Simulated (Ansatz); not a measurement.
Worked example: the enthalpy of formation of C4H6 (cyclobutene)

C4H6 has 10 atoms, charge 0, and is taken as a singlet. SMILES: `C1=CCC1`. The coordinates come from a PBE0-D4/def2-TZVP relaxation.

Total energies at PBE0/def2-SVP (Ansatz 0.2.0); the atoms run unrestricted:

| species | state | energy (Eh) |
| --- | --- | --- |
| C4H6 | singlet | -155.670150 |
| C | triplet | -37.760664 |
| H | doublet | -0.500291 |

Harmonic wavenumbers at PBE0-D4/def2-TZVP, in cm⁻¹: 320, 649, 862, 871, 917, 918, 944, 1012, 1039, 1101, 1147, 1172, 1221, 1238, 1331, 1456, 1479, 1653, 3056, 3061, 3097, 3111, 3188, 3220.

Measured heats of formation of the gaseous atoms at 298.15 K, in kJ/mol: C 716.9, H 218.0. Spin-orbit lowering of the atoms at 298 K (mean of the ground term's levels less their thermal mean, from spectra), in kJ/mol: C 0.02. Take 1 Eh = 2625.50 kJ/mol, 1 cm⁻¹ = 0.0119627 kJ/mol, RT = 2.479 kJ/mol.

Work out the heat of formation of the gas at 298 K.


1. Electronic atomisation energy: 4 × (-37.760664) + 6 × (-0.500291) − (-155.670150) = 1.625748 Eh = 4268.4 kJ/mol.
2. Zero-point energy: half the sum of the wavenumbers, 19031.5 cm⁻¹ = 227.7 kJ/mol.
3. Thermal vibrational enthalpy, Σ hcν̃/(exp(hcν̃/kT) − 1): 2.6 kJ/mol. Translation, rotation and pV of a non-linear molecule: 4 RT = 9.9 kJ/mol.
4. The 10 free atoms carry 5/2 RT each: 62.0 kJ/mol.
5. Spin-orbit coupling lowers the free atoms by 4 × 0.02 = 0.1 kJ/mol.
6. Atomisation enthalpy at 298 K: 4268.4 − 0.1 − 227.7 − 2.6 − 9.9 + 62.0 = 4090.1 kJ/mol.
7. Sum of the atoms' heats of formation: 4175.6 kJ/mol. Heat of formation: 4175.6 − 4090.1 = +85.5 kJ/mol.

The tabulated value is +156.9 kJ/mol (Active Thermochemical Tables), so this level is off by -71.4 kJ/mol, or 1.8 % of the atomisation enthalpy. Anharmonicity and any spin-orbit splitting of the molecule are left out.
